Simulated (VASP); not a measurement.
Write the native input for VASP 6.6.1 that does the following.

* Task: dielectric tensor
* Functional: LDA
* Potentials or basis: VASP PAW LDA potentials, release 64 (Sn_d, O)
* Cutoff: 520 eV
* k mesh: 10 × 10 × 10
* Occupations: gaussian, width 0.02 eV
* Spin: no spin polarisation
* Ladder: free
* Further INCAR settings: ALGO = Normal; EDIFF = 1e-08

The structure of SnO2 lies in POSCAR:

```
SnO2
1.0
   -2.0000686112      2.0000686112      5.1236788559
    2.0000686112     -2.0000686112      5.1236788559
    2.0000686112      2.0000686112     -5.1236788559
Sn O
2 4
Direct
    0.0000000000      0.0000000000      0.0000000000
    0.7500000000      0.2500000000      0.5000000000
    0.5465225900      0.0465225900      0.5000000000
    0.2034774100      0.2034774100      0.0000000000
    0.9534774100      0.4534774100      0.5000000000
    0.7965225900      0.7965225900      0.0000000000
```

Measurements of this composition are mostly on another form, of space group No. 136.

These files were run (other wordings do the same):

INCAR

```
PREC = Accurate
ENCUT = 520
EDIFF = 1E-8
ISMEAR = 0
SIGMA = 0.02
LREAL = False
LASPH = True
NELM = 60
ALGO = Normal
ISIF = 2
LWAVE = False
LCHARG = False
GGA = CA
LEPSILON = True
KPAR = 4
```

KPOINTS

```
regular mesh
0
Gamma
  10 10 10
```

Potentials or basis: VASP PAW LDA potentials, release 64 (Sn_d, O).

Run with:

```sh
$ cat potpaw_LDA.64/Sn_d/POTCAR potpaw_LDA.64/O/POTCAR > POTCAR
$ mpirun -np 4 vasp_std > vasp.out
```

It gave:

| Item | Value |
| --- | --- |
| Band gap on the k mesh | 1.52 eV, indirect (least direct gap 1.91 eV) |
| Electronic dielectric tensor (diagonal) | 4.11, 4.11, 4.22 |
| Born charges (mean of the diagonal) | Sn +4.11; O -2.06 e |

Caveat: spin-orbit coupling is left out, which moves the levels of the heavy elements.

Wall time 19 min on 4 MPI ranks on Intel(R) Xeon(R) 6975P-C (Granite Rapids), on a shared host, peak memory 1.1 GiB a rank.
